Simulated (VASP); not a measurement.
Input of a VASP 6.6.1 run:

File INCAR:

```
SYSTEM = MgB2
ALGO = Normal
EDIFF = 1E-7
EDIFFG = -0.005
ENCUT = 600
IBRION = 2
ISIF = 3
ISMEAR = 1
LASPH = .TRUE.
LCHARG = .FALSE.
LMIXTAU = .TRUE.
LREAL = .FALSE.
LWAVE = .FALSE.
METAGGA = R2SCAN
NELM = 80
NSW = 90
PREC = Accurate
SIGMA = 0.1
```

The input KPOINTS:

```
k-points
0
G
  15 15 10
  0 0 0
```

File POSCAR:

```
MgB2                                    
1.0
    3.0649304399      0.0000000000      0.0000000000
   -1.5324652199      2.6543076218      0.0000000000
   -0.0000000000      0.0000000000      3.5108890397
  Mg              B             
     1     2
Direct
     0.0000000000000000    0.0000000000000000    0.0000000000000000
     0.3333333332999970    0.6666666667000030    0.5000000000000000
     0.6666666667000030    0.3333333332999970    0.5000000000000000
```

Potentials or basis: VASP PAW PBE potentials, release 64 (Mg, B).

Run with:

```sh
$ cat potpaw_PBE.64/Mg/POTCAR potpaw_PBE.64/B/POTCAR > POTCAR
$ mpirun -np 1 vasp_std > vasp.out
```

(1) Estimate the band gap on the k mesh.

Answers

(1) none (metal or under the smearing width).

Caveat: the relaxation stopped at its first step, so nothing moved.
